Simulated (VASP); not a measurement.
# C (Fd-3m) in VASP: Born charges and dielectric tensor with PBE

Aim: the Born charges and dielectric tensor of C with PBE.

Program: VASP 6.6.1. These are calculated values, not measurements. Logs are shortened: lines on timing, memory, paths and dates and some standing lists are left out, and cuts for length are marked.

## (1) Starting point

It takes space group Fd-3m (No. 227, cubic). The conventional cell has a = 3.567 Å, b = 3.567 Å, c = 3.567 Å, α = 90.00°, β = 90.00°, γ = 90.00°. C (site symmetry -43m) has 4 C at 1.54 Å as nearest neighbours.

This isn't the form of C at room conditions, which is graphite.

## (2) Born charges and dielectric tensor, PBE

INCAR

```
SYSTEM = C
PREC = Accurate
ENCUT = 520
EDIFF = 1E-8
ISMEAR = 0
SIGMA = 0.02
LREAL = .FALSE.
LASPH = .TRUE.
NELM = 60
ALGO = Fast
ISIF = 2
LWAVE = .FALSE.
LCHARG = .FALSE.
GGA = PE
LEPSILON = .TRUE.
IBRION = 8
NSW = 1
```

KPOINTS

```
Automatic mesh
0
G
  14 14 14
  0 0 0
```

POSCAR

```
C                                       
1.0
    0.0000000000      1.7833700000      1.7833700000
    1.7833700000      0.0000000000      1.7833700000
    1.7833700000      1.7833700000      0.0000000000
  C             
     2
Direct
     0.0000000000000000    0.0000000000000000    0.0000000000000000
     0.2500000000000000    0.2500000000000000    0.2500000000000000
```

Potentials or basis: VASP PAW PBE potentials, release 64 (C).

Command:

```sh
> cat potpaw_PBE.64/C/POTCAR > POTCAR
> mpirun -np 1 vasp_std > vasp.out
```

OUTCAR:

```text
SYSTEM = C
   PREC = Accurate
   ENCUT = 520
   EDIFF = 1E-8
   ISMEAR = 0
   LREAL = .FALSE.
   LASPH = .TRUE.
   NELM = 60
   ISIF = 2
   GGA = PE
   LEPSILON = .TRUE.
   IBRION = 8
   NSW = 1

 ion  position               nearest neighbor table
   1  0.000  0.000  0.000-   2 1.54   2 1.54   2 1.54   2 1.54
   2  0.250  0.250  0.250-   1 1.54   1 1.54   1 1.54   1 1.54

  LATTYP: Found a face centered cubic cell.
 ALAT       =     3.5667400000

  Lattice vectors:

 A1 = (   0.0000000000,   1.7833700000,   1.7833700000)
 A2 = (   1.7833700000,   0.0000000000,   1.7833700000)
 A3 = (   1.7833700000,   1.7833700000,   0.0000000000)

Analysis of symmetry for initial positions (statically):
=====================================================================
 Subroutine PRICEL returns:
 Original cell was already a primitive cell.

 Routine SETGRP: Setting up the symmetry group for a
 face centered cubic supercell.

 Subroutine GETGRP returns: Found 48 space group operations
 (whereof 24 operations were pure point group operations)
 out of a pool of 48 trial point group operations.

The static configuration has the point symmetry T_d .
 The point group associated with its full space group is O_h .

Analysis of symmetry for dynamics (positions and initial velocities):
=====================================================================
 Subroutine PRICEL returns:
 Original cell was already a primitive cell.

 Routine SETGRP: Setting up the symmetry group for a
 face centered cubic supercell.

 Subroutine GETGRP returns: Found 48 space group operations
 (whereof 24 operations were pure point group operations)
 out of a pool of 48 trial point group operations.

The dynamic configuration has the point symmetry T_d .
 The point group associated with its full space group is O_h .

 Subroutine INISYM returns: Found 48 space group operations
 (whereof 24 operations are pure point group operations),
 and found     1 'primitive' translations

----------------------------------------------------------------------------------------

                                     Primitive cell

  volume of cell :      11.3437

  direct lattice vectors                    reciprocal lattice vectors
     0.000000000  1.783370000  1.783370000    -0.280368067  0.280368067  0.280368067
     1.783370000  0.000000000  1.783370000     0.280368067 -0.280368067  0.280368067
     1.783370000  1.783370000  0.000000000     0.280368067  0.280368067 -0.280368067

  length of vectors
     2.522066041  2.522066041  2.522066041     0.485611737  0.485611737  0.485611737

  position of ions in fractional coordinates (direct lattice)
     0.000000000  0.000000000  0.000000000
     0.250000000  0.250000000  0.250000000

  ion indices of the primitive-cell ions
   primitive index   ion index
                 1           1
                 2           2

----------------------------------------------------------------------------------------

 KPOINTS: Automatic mesh

Automatic generation of k-mesh.
 Grid dimensions read from file:
 generate k-points for:   14   14   14

 Generating k-lattice:

[... 409 lines left out ...]
           5.955374    -0.000000     0.000000
           0.000000     5.955374     0.000000
          -0.000000     0.000000     5.955374
 ------------------------------------------------------

 Free energy of the ion-electron system (eV)
  ---------------------------------------------------
  ---------------------------------------------------
  free energy    TOTEN  =        -0.16367714 eV

  energy without entropy =       -0.16367714

------------------------ aborting loop because EDIFF is reached ----------------------------------------

--------------------------------------- Ionic step        2  -------------------------------------------

------------------------ aborting loop because EDIFF is reached ----------------------------------------

--------------------------------------- Ionic step        3  -------------------------------------------

------------------------ aborting loop because EDIFF is reached ----------------------------------------

 PIEZOELECTRIC TENSOR FIELD DIRECTION 3  (e Angst)
 -----------------------------------------------------------------------------
    -0.00015 -0.00000  0.00000           ( -0.00000 -0.00000  0.00000)
    -0.00000 -0.00015  0.00000           ( -0.00000 -0.00000  0.00000)
     0.00000  0.00000 -0.00015           (  0.00000  0.00000 -0.00001)

 PIEZOELECTRIC TENSOR FIELD DIRECTION 3  (C/m^2)
 -----------------------------------------------------------------------------
    -0.00022 -0.00000  0.00000
    -0.00000 -0.00022  0.00000
     0.00000  0.00000 -0.00021

--------------------------------------- Ionic step        4  -------------------------------------------

 Free energy of the ion-electron system (eV)
  ---------------------------------------------------
  ---------------------------------------------------
  free energy    TOTEN  =        -0.11187742 eV

  energy without entropy =       -0.11187742

------------------------ aborting loop because EDIFF is reached ----------------------------------------

 INTERNAL STRAIN TENSOR  FOR ION    1  DIRECTION 1   (eV/Angst):
 -----------------------------------------------------------------------------
     0.00401  0.00000  0.00000
     0.00000 -0.00158  3.07078
     0.00000  3.07078 -0.00158

 MACROSCOPIC STATIC DIELECTRIC TENSOR (including local field effects in DFT)
 ------------------------------------------------------
           5.848439     0.000000    -0.000000
           0.000000     5.848439    -0.000000
           0.000000    -0.000000     5.848439
 ------------------------------------------------------

 PIEZOELECTRIC TENSOR (including local field effects)  for field in x, y, z        (e  Angst)
          XX          YY          ZZ          XY          YZ          ZX
  --------------------------------------------------------------------------------
  x    -0.00000     0.00000    -0.00000     0.00000    -0.00000     0.00000
  y     0.00000     0.00000     0.00000     0.00000    -0.00000    -0.00000
  z     0.00000     0.00000     0.00000     0.00000     0.00000     0.00000

 PIEZOELECTRIC TENSOR (including local field effects)  for field in x, y, z        (C/m^2)
          XX          YY          ZZ          XY          YZ          ZX
  --------------------------------------------------------------------------------
  x    -0.00000     0.00000    -0.00000     0.00000    -0.00000     0.00000
  y     0.00000     0.00000     0.00000     0.00000    -0.00000    -0.00000
  z     0.00000     0.00000     0.00000     0.00000     0.00000     0.00000

 BORN EFFECTIVE CHARGES (including local field effects) (in |e|, cummulative output)
 ---------------------------------------------------------------------------------
 ion    1
    1     0.00000     0.00000     0.00000
    2    -0.00000    -0.00000    -0.00000
    3     0.00000    -0.00000     0.00000
 ion    2
    1    -0.00000     0.00000    -0.00000
    2     0.00000     0.00000     0.00000
    3     0.00000     0.00000    -0.00000

 INTERNAL STRAIN TENSOR FOR ION    2 for displacements in x,y,z  (eV/Angst):
          X           Y           Z          XY          YZ          ZX
  --------------------------------------------------------------------------------
  x     0.00000     0.00000     0.00000     0.00000    -3.07078     0.00000
  y     0.00000     0.00000     0.00000     0.00000     0.00000    -3.07078
  z     0.00000     0.00000     0.00000    -3.07078     0.00000     0.00000

 SECOND DERIVATIVES (NOT SYMMETRIZED)
 ------------------------------------
               1X          1Y          1Z          2X          2Y          2Z
  1X   -37.235115    0.000000    0.000000   37.235115    0.000000    0.000000
  1Y     0.000000  -37.235115    0.000000    0.000000   37.235115    0.000000
  1Z     0.000000    0.000000  -37.235115    0.000000    0.000000   37.235115
  2X    37.235115    0.000000    0.000000  -37.235115    0.000000    0.000000
  2Y     0.000000   37.235115    0.000000    0.000000  -37.235115    0.000000
  2Z     0.000000    0.000000   37.235115    0.000000    0.000000  -37.235115

 Eigenvectors and eigenvalues of the dynamical matrix
 ----------------------------------------------------

   1 f  =   38.927140 THz   244.586431 2PiTHz 1298.469608 cm-1   160.989641 meV
             X         Y         Z           dx          dy          dz
      0.000000  0.000000  0.000000     0.000000   -0.707107    0.000000
      0.891685  0.891685  0.891685     0.000000    0.707107    0.000000
[... 21 lines left out ...]
   6 f  =    0.000000 THz     0.000000 2PiTHz    0.000000 cm-1     0.000000 meV
             X         Y         Z           dx          dy          dz
      0.000000  0.000000  0.000000     0.000000    0.000000    0.707107
      0.891685  0.891685  0.891685     0.000000    0.000000    0.707107

--------------------------------------------------------------------------------------------------------

 MACROSCOPIC STATIC DIELECTRIC TENSOR IONIC CONTRIBUTION
 ------------------------------------------------------
           0.000000    -0.000000     0.000000
          -0.000000     0.000000     0.000000
           0.000000     0.000000     0.000000
 ------------------------------------------------------

 ELASTIC MODULI CONTR FROM IONIC RELAXATION (kBar)
 Direction    XX          YY          ZZ          XY          YZ          ZX
 --------------------------------------------------------------------------------
 XX          -0.0000      0.0000      0.0000      0.0000      0.0000      0.0000
 YY           0.0000     -0.0000      0.0000      0.0000      0.0000      0.0000
 ZZ           0.0000      0.0000     -0.0000      0.0000      0.0000      0.0000
 XY           0.0000      0.0000      0.0000    -35.7685      0.0000      0.0000
 YZ           0.0000      0.0000      0.0000      0.0000    -35.7685      0.0000
 ZX           0.0000      0.0000      0.0000      0.0000      0.0000    -35.7685
 --------------------------------------------------------------------------------

 PIEZOELECTRIC TENSOR IONIC CONTR  for field in x, y, z        (C/m^2)
          XX          YY          ZZ          XY          YZ          ZX
  --------------------------------------------------------------------------------
  x    -0.00000     0.00000    -0.00000     0.00000     0.00000     0.00000
  y     0.00000     0.00000     0.00000    -0.00000    -0.00000    -0.00000
  z     0.00000     0.00000    -0.00000     0.00000     0.00000    -0.00000
```

Run time: 2 min. Hardware: 1 thread of AMD EPYC 9R14 (Zen 4), shared host; peak memory 0.17 GiB.

What came out:

- Band gap on the k mesh: 4.13 eV, indirect (least direct gap 5.59 eV)
- Electronic dielectric tensor (diagonal): 5.85
- Born charges (mean of the diagonal): C +0.00 e
- Highest phonon frequency at Γ: 1298 cm⁻¹

Phonon frequencies in cm⁻¹ (negative: imaginary):
```csv
q point,frequencies
"(0.000, 0.000, 0.000)",0 0 0 1298 1298 1298
```

Electronic dielectric tensor:
```
5.85 0.00 0.00
0.00 5.85 0.00
0.00 0.00 5.85
```

Born effective charge tensors (e):
atom 1, C
```
0.00 0.00 0.00
0.00 0.00 0.00
0.00 0.00 0.00
```
atom 2, C
```
0.00 0.00 0.00
0.00 0.00 0.00
0.00 0.00 0.00
```

A k mesh can miss the band edges. PBE gaps usually lie below the measured ones, often by a third to a half.
